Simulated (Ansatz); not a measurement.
input.yaml (Ansatz 0.2.0):

```yaml
crystal:
  lattice:
    - [3.2968343026, 0.0, 0.0]
    - [-1.6484171513, 2.8551422582, 0.0]
    - [0.0, 0.0, 5.736636138]
  atoms:
    - { symbol: Ce, position: [0.3333333333, 0.6666666667, 0.75], spin: 0.05, spin_axis: [0.0, 0.0, 1.0] }
    - { symbol: Ce, position: [0.6666666667, 0.3333333333, 0.25], spin: 0.05, spin_axis: [0.0, 0.0, 1.0] }
basis:
  ecutwfc: 420
  ecutrho_ratio: 4
kpoints:
  mp_grid: { grid: [14, 14, 8] }
  band_path:
    path:
      - [[0.0, 0.0, 0.0], [0.5, 0.0, 0.0], [0.33333333, 0.33333333, 0.0], [0.0, 0.0, 0.0], [0.0, 0.0, 0.5], [0.5, 0.0, 0.5], [0.33333333, 0.33333333, 0.5], [0.0, 0.0, 0.5]]
      - [[0.5, 0.0, 0.5], [0.5, 0.0, 0.0]]
      - [[0.33333333, 0.33333333, 0.5], [0.33333333, 0.33333333, 0.0]]
    npoints: 10
hamiltonian:
  xc: pbe
scf:
  occupations: { method: gaussian, width: 0.05 }
  lower_state_search: "off"
  n_extra_bands: 60
output:
  forces: true
  stress: true
  eigenvalues: true
  populations: true
  hubbard: { sites: [{ species: Ce, l: f }] }
  dos: { projected: true, de: 0.02, nscf_kmesh: { grid: [21, 21, 12] } }
  bader: true
magnetization:
  noncollinear: true
  spin_orbit: true
checkpoint:
  read: start.run
```

The folder start.run holds the converged state of an earlier run on the same cell; the run starts from that state's density and uses only the symmetry operations that the state has.

At room temperature and ambient pressure Ce is fcc.

Task: Before reading the output: what should come out?

Result: Pressure 0.0 GPa, gap on the mesh zero (metallic), no spin moment left (PBE+SOC).

The output:

```
Ce: projections on atomic orbitals take those of the free atom [Kr 4d10] 4f1 5s2 5p6 5d1 6s2, of charge +0.00 (hamiltonian.pseudopotentials.projection_atoms); the dataset's partial waves leave at most 7.5e-7 of an orbital's norm unspanned inside its sphere
scf.n_extra_bands = 60 over 24 filled bands (N_el = 24.0): the run solves 84 bands
Pseudopotentials: kind: paw_fr
Pseudopotential: Ce, paw_fr, valence charge 12, recommended cutoff 420 eV (normal), Ce.paw.azcp#standard-fr
Crystal: 2 atoms, lattice volume = 53.999 Å³
Basis set: ecut = 420 eV, 1051 PW (Γ), exchange–correlation on 48×48×80 points (8 copies of the dense FFT grid, shifted against one another)
Bands: 84, of which v1, the nominal top of the filled ones, is band 24 counted from 1 (23 counted from 0)
Symmetry: 12 space group operations + 12 with time reversal
Magnetic group: BNS 194.270 (UNI 1500), of the structure as read, at distance tolerance 3.8e-5 Å
k-points: 120 of 1568 (time reversal used)
Projection manifold: j_resolved (fully-relativistic pseudo-atomic orbitals)
Initial density: read from a saved state, or passed on in memory by an earlier SCF of this step, an earlier step, the calling program or the single point that the run made first
Starting moments: Σ|m| = 0.1 μB on 2 of 2 sites; this step starts from the density that it was given
Initial wavefunctions: pseudopotential atomic-orbital guess
Functional: x = pbe(κ = 0.804, μ = 0.21951), c = pbe(β = 0.06672)
iter 1 solved again at ethr=6.34e-8 eV; its pass at ethr=3.10e-3 eV (dr2=1.52e-5 eV) is discarded
```

```
SCF iter   1: F=—  HF=-13162.812532 eV  |F-HF|=—  |Δ(HF+E_count)|=         —  Δρ=2.59e-7  dr2=1.51e-11  dr2_m=6.85e-12  |M|=1.82e-5 ∫|m|=1.83e-5 μB
SCF iter   2: F=-13162.812532 eV  HF=-13162.812532 eV  |F-HF|=5.46e-12  |Δ(HF+E_count)|=   2.27e-8  Δρ=1.98e-7  dr2=9.97e-13  dr2_m=4.88e-12  |M|=1.78e-5 ∫|m|=1.79e-5 μB
```

```
SCF 1 converged in 2 iterations: F = -13162.812532 eV  dr2 = 9.97e-13
NSCF: frozen V_eff on 93 k-points
NSCF: frozen V_eff on 336 k-points
SCF converged after 2 iterations
Magnetization: |M| = 0.0000 μB,  M = (+0.0000,  0.0000, +0.0000) μB
Absolute magnetization: 0.0000 μB (∫|m|, with the PAW one-centre terms)
  site 0: m = (+0.0000, +0.0000, +0.0000) μB, |m| = 0.0000 μB  (R = 1.36 Å)
  site 1: m = ( 0.0000,  0.0000, +0.0000) μB, |m| = 0.0000 μB  (R = 1.36 Å)
Free energy (F): -13162.812532 eV
E sigma→0 (E₀):  -13162.808443 eV
Entropy (-TS):   -0.008179 eV (-4.089 meV/atom)
Fermi energy:    15.970782 eV
--- Per-component energies (eV) ---
  E_band       = 32.597377
  E_kinetic    = 748.272439
  E_local      = -627.774394  (includes V_loc(G=0)·N_el)
  E_nonlocal   = -83.799202
  E_hartree    = 211.988922
  E_xc         = -448.214998
  E_vxc        = -498.351471  (∫ρ·V_xc dr)
  E_paw        = -10968.164990  (= ΣΔE_a)
  E_vpaw       = 70.272154  (= ΣTr[D̂ρ^β])
  E_aug_tail   = 0.000000  (compensation charges beyond the density's cutoff)
  E_ewald      = -1995.112131
  E_smearing   = -0.008179  (= −TS)
--- Forces (eV/Å), atoms counted from 1 ---
  atom   1  Ce     0.00000000     0.00000000     0.00000000
  atom   2  Ce     0.00000000     0.00000000     0.00000000
--- Stress (GPa, compression-positive) ---
       -0.003367       0.000000       0.000000
        0.000000      -0.003367       0.000000
        0.000000       0.000000       0.006979
  P = ⅓ Tr σ = 0.0001 GPa (0.001 kbar)
--- Löwdin populations: 2 sites ---
  site symbol       q [e]
     0     Ce     11.9830
     1     Ce     11.9830
--- Bader charges: 2 sites ---
  site symbol  charge [e]  shift [e]  m_x [muB]  m_y [muB]  m_z [muB]
     0     Ce      0.0000     0.0000     0.0000     0.0000     0.0000
     1     Ce      0.0000     0.0000     0.0000     0.0000     0.0000
  estimated error of the sums over rays = 4.8e-5 e
--- Occupation matrices: 2 shells (Löwdin-built; ε = 2.00e-2, provisional) ---
  Ce0 f_4F spinor Tr n = 1.1120  λ = 0.020 0.020 0.027 0.027 0.031 0.031 0.073 0.073 0.101 0.101 0.152 0.152 0.153 0.153
  Ce1 f_4F spinor Tr n = 1.1120  λ = 0.020 0.020 0.027 0.027 0.031 0.031 0.073 0.073 0.101 0.101 0.152 0.152 0.153 0.153
```

The starting moments died out; a magnetic state reached from other starts isn't excluded.

The open shells may stand above their lowest state, and forces and pressures are less sure for it.
